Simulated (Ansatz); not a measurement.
## A C vacancy in 4H-SiC, 95 atoms, charge −2

All numbers below come from DFT, PBEsol, PAW, plane waves (Ansatz 0.2.0).

Command:

```sh
ansatz run in.yaml --threads 8 --pin off --max-ram 118750MiB --runs-dir r --events-out ev --progress --plain --backend cuda --devices 0,
```

The input less its lattice and atoms (starting moments on atoms near the defect: 2 μB in all):

```yaml
crystal:
  symmetry: { detect: false }
kpoints:
  mp_grid: { grid: [1, 1, 1], shift: [0.25, 0.25, 0.25] }
hamiltonian:
  xc: pbesol
total_charge: -2
magnetization:
  spin_polarized: true
scf:
  occupations: { method: fermi_dirac, width: 0.01 }
relax:
  f_tol: 0.03
  max_steps: 80
  escape_saddle: false
  adjacent_minimum: "off"
output:
  forces: true
  eigenvalues: true
  populations: true
  charged_corrections: { epsilon: 9.7 }
```

Start:

```
Si C
1.0
     9.23420    0.00000    0.00000
     0.00000   10.66274    0.00000
     0.00000    0.00000   10.07595
Si C
48 47
Direct
  0.99985 0.99997 0.49631
  0.33146 0.00025 0.50129
  0.16791 0.25248 0.50045
  0.00366 0.50249 0.49900
  0.66587 0.99752 0.50188
  0.50008 0.24890 0.49732
  0.32934 0.50398 0.49808
  0.16512 0.74939 0.50114
  0.83340 0.24853 0.49832
  0.66477 0.50131 0.50180
  0.49734 0.74870 0.50381
  0.83367 0.74990 0.49883
  0.99845 0.16924 0.25108
  0.33176 0.16822 0.25005
  0.16227 0.41487 0.25022
  0.00212 0.67039 0.24743
  0.66430 0.16404 0.24932
  0.49824 0.41551 0.24857
  0.33365 0.66654 0.25458
  0.16858 0.91729 0.25291
  0.83352 0.41880 0.24706
  0.66801 0.66722 0.24953
  0.50012 0.91720 0.24749
  0.83645 0.91555 0.24545
  0.16746 0.08330 0.75084
  0.99782 0.33636 0.75042
  0.49996 0.08537 0.75207
  0.33417 0.33147 0.75462
  0.17119 0.57946 0.74966
  0.00101 0.83215 0.75340
  0.83217 0.08322 0.74944
  0.66821 0.33296 0.74989
  0.50203 0.58362 0.74762
  0.33368 0.83115 0.75238
  0.83490 0.58708 0.74864
  0.66829 0.83243 0.75114
  0.99922 0.00111 0.99815
  0.33816 0.99755 0.00328
  0.16455 0.25211 0.00061
  0.00345 0.49680 0.99785
  0.66784 0.99997 0.99963
  0.50314 0.25382 0.99915
  0.33602 0.49956 0.00173
  0.16882 0.74735 0.00051
  0.83115 0.24877 0.00075
  0.66509 0.49957 0.00315
  0.50000 0.74881 0.00079
  0.83035 0.74946 0.00110
  0.00042 0.99682 0.18601
  0.33521 0.00114 0.18591
  0.16721 0.24628 0.18378
  0.99868 0.49865 0.18550
  0.66714 0.00246 0.18654
  0.50058 0.24928 0.18929
  0.33607 0.50100 0.18780
  0.16712 0.75046 0.18945
  0.83225 0.24593 0.18806
  0.66611 0.50153 0.18571
  0.49972 0.75310 0.18875
  0.83272 0.74590 0.18815
  0.99638 0.99860 0.68460
  0.33464 0.99879 0.68673
  0.16404 0.25066 0.68414
  0.99880 0.49913 0.68559
  0.65995 0.00205 0.68621
  0.49636 0.24858 0.68544
  0.16685 0.75079 0.68973
  0.83798 0.25025 0.68647
  0.66416 0.49749 0.68599
  0.49970 0.75047 0.68617
  0.83489 0.75025 0.68526
  0.99674 0.16858 0.43725
  0.33094 0.16545 0.43871
  0.16774 0.41776 0.43535
  0.99891 0.66639 0.43658
  0.66543 0.16503 0.44079
  0.49441 0.41913 0.43820
  0.33773 0.66797 0.43787
  0.16674 0.91496 0.43703
  0.83092 0.42130 0.43500
  0.66830 0.66376 0.43940
  0.49934 0.91588 0.43519
  0.83328 0.91751 0.43632
  0.16989 0.08030 0.93944
  0.00167 0.33254 0.93807
  0.50158 0.08545 0.93602
  0.33152 0.33209 0.93978
  0.16920 0.58378 0.93641
  0.99901 0.83452 0.93814
  0.83691 0.08521 0.93729
  0.66905 0.33169 0.93820
  0.49867 0.58663 0.93935
  0.33053 0.83345 0.93890
  0.83407 0.58205 0.93711
  0.66120 0.83334 0.93434
```

Steps:

```tsv
step	energy less the first (eV)	largest force component (eV/Å)
start	0.000	2.001
1	-1.550	1.000
2	-2.073	0.247
3	-2.109	0.125
4	-2.115	0.049
5	-2.116	0.023
```

End:

```xyz
95
Lattice="9.2342 0.0000 0.0000 0.0000 10.6627 0.0000 0.0000 0.0000 10.0759" Properties=species:S:1:pos:R:3 pbc="T T T"
Si    9.2334    0.0048    5.0388
Si    3.0769    0.0057    5.0374
Si    1.5410    2.6862    5.0477
Si    9.2236    5.3219    5.0398
Si    6.1521    0.0019    5.0433
Si    4.6069    2.6914    5.0568
Si    2.9731    5.3894    5.2116
Si    1.5416    8.0029    5.0348
Si    7.6911    2.6724    5.0417
Si    6.1267    5.3278    5.0562
Si    4.5996    7.9844    5.0476
Si    7.6914    7.9901    5.0366
Si    0.0019    1.7819    2.5223
Si    3.0765    1.7821    2.5208
Si    1.5341    4.4448    2.5198
Si    0.0027    7.1034    2.5085
Si    6.1527    1.7833    2.5279
Si    4.5967    4.4551    2.5549
Si    3.0735    7.1081    2.5189
Si    1.5391    9.7696    2.5102
Si    7.6898    4.4455    2.5202
Si    6.1498    7.1054    2.5195
Si    4.6140    9.7699    2.5220
Si    7.6943    9.7732    2.5174
Si    1.5537    0.9131    7.5479
Si    0.0199    3.5637    7.5433
Si    4.6183    0.8978    7.5552
Si    3.1397    3.7198    7.5524
Si    1.6824    6.1346    7.3880
Si    0.0073    8.8734    7.5466
Si    7.6960    0.8855    7.5502
Si    6.1624    3.5571    7.5509
Si    4.5029    6.0846    7.5513
Si    3.0775    8.8685    7.5422
Si    7.7001    6.2094    7.5513
Si    6.1406    8.8544    7.5489
Si    0.0049   10.6573   10.0652
Si    3.0813   10.6565   10.0676
Si    1.5536    2.6648   10.0677
Si    0.0250    5.3406   10.0436
Si    6.1575   10.6581   10.0706
Si    4.6137    2.6674    0.0061
Si    3.0842    5.3284   10.0680
Si    1.5426    7.9687   10.0412
Si    7.7011    2.6697   10.0691
Si    6.1574    5.3357    0.0022
Si    4.6233    7.9842   10.0672
Si    7.6974    7.9885   10.0673
C     9.2333    0.0011    1.8817
C     3.0788    0.0006    1.8843
C     1.5370    2.6629    1.8827
C     9.2319    5.3312    1.8682
C     6.1551    0.0017    1.8878
C     4.6177    2.6709    1.9006
C     3.0706    5.3344    1.8884
C     1.5370    7.9962    1.8662
C     7.6949    2.6647    1.8855
C     6.1500    5.3275    1.8971
C     4.6167    8.0001    1.8827
C     7.6933    7.9967    1.8847
C     0.0034    0.0035    6.9264
C     3.0831    0.0004    6.9254
C     1.5656    2.6906    6.9297
C     9.2227    5.3266    6.9167
C     6.1565   10.6467    6.9292
C     4.6336    2.6582    6.9355
C     1.5342    8.0112    6.9122
C     7.7043    2.6600    6.9281
C     6.1658    5.3288    6.9335
C     4.6024    7.9630    6.9295
C     7.6948    7.9913    6.9228
C     9.2310    1.7792    4.4163
C     3.0760    1.7826    4.4164
C     1.5072    4.4355    4.3893
C     9.2310    7.1074    4.4057
C     6.1500    1.7815    4.4202
C     4.5709    4.4679    4.4514
C     3.0674    7.1341    4.3884
C     1.5330    9.7847    4.4028
C     7.6727    4.4451    4.4100
C     6.1480    7.1081    4.4145
C     4.6161    9.7749    4.4163
C     7.6925    9.7737    4.4122
C     1.5431    0.8845    9.4452
C     0.0077    3.5506    9.4434
C     4.6219    0.8861    9.4530
C     3.0880    3.5409    9.4765
C     1.5616    6.2057    9.3993
C     0.0012    8.8808    9.4420
C     7.6978    0.8868    9.4488
C     6.1598    3.5527    9.4529
C     4.6334    6.2195    9.4747
C     3.0822    8.8814    9.4417
C     7.7017    6.2160    9.4467
C     6.1596    8.8823    9.4460
```

Self-consistency was reached.

Time: 9.6 s of wall time on one NVIDIA GB300 with 8 processor threads, on a host shared with other runs; peak host memory 1.8 GiB.

(1) How much energy did the relaxation gain, and which atom moved most?

The moment started at 2 μB and ended at 2.0 μB; no other spin state is shown. The one k point has no symmetry partners, which can distort the end along one axis.

Results:

(1) 2.12 eV in 5 steps, from a start with small random displacements; atom 7 (Si) moved 0.21 Å, the median atom 0.04 Å (drift of the whole cell removed).
